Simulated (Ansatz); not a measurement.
Starting cell, CaF2 (fluorite):

```
CELL_PARAMETERS angstrom
      0.00000     5.51101     5.51101
      2.75551     2.75551     5.51101
      2.75551     2.75551     0.00000
ATOMIC_POSITIONS crystal
  Ca 0.00000 0.00000 0.00000
  Ca 0.50000 0.00000 0.00000
  F  0.00000 0.25000 0.25000
  F  0.50000 0.25000 0.25000
  F  0.00000 0.75000 0.75000
  F  0.50000 0.75000 0.75000
```

The atoms are displaced by Q × the pattern below (from a DFPT mode at X = (0.5, 0.5, 0.0), largest move 1; Q in Å), at fixed cell. It is one choice among 2 degenerate patterns. (q is in reciprocal vectors of the primitive cell; the cell shown is doubled to hold the pattern.)

| atom | x | y | z |
|---|---|---|---|
| Ca1 | -0.147 | 0.000 | 0.000 |
| Ca2 | 0.147 | 0.000 | 0.000 |
| F3 | 0.000 | 1.000 | 0.000 |
| F4 | 0.000 | -1.000 | 0.000 |
| F5 | 0.000 | 1.000 | 0.000 |
| F6 | 0.000 | -1.000 | 0.000 |

Calculation: PBE (plane waves to 420 eV, PAW, scalar-relativistic; Ansatz, a quantum-chemistry and plane-wave program). k mesh 10×10×10 (Γ-centred), Fermi-Dirac smearing 0.05 eV. CaF2 was relaxed with its symmetry unable to fall. The PAW data are Ansatz's earlier set.

At one point of the scan the forces (eV/Å) are:

```tsv
atom	Fx	Fy	Fz
Ca1	-0.454	0.000	0.000
Ca2	0.454	0.000	0.000
F3	0.000	1.430	0.000
F4	0.000	-1.430	0.000
F5	0.000	1.430	0.000
F6	0.000	-1.430	0.000
```

Task: Which point is it?
(A) Q = -0.060 Å
(B) Q = -0.090 Å
(C) Q = -0.180 Å
(D) Q = -0.030 Å

Result: C, Q = -0.180 Å

(A displaced cell: forces are minus the slopes of the energy, force constants its curvatures, and phonons follow from these.)
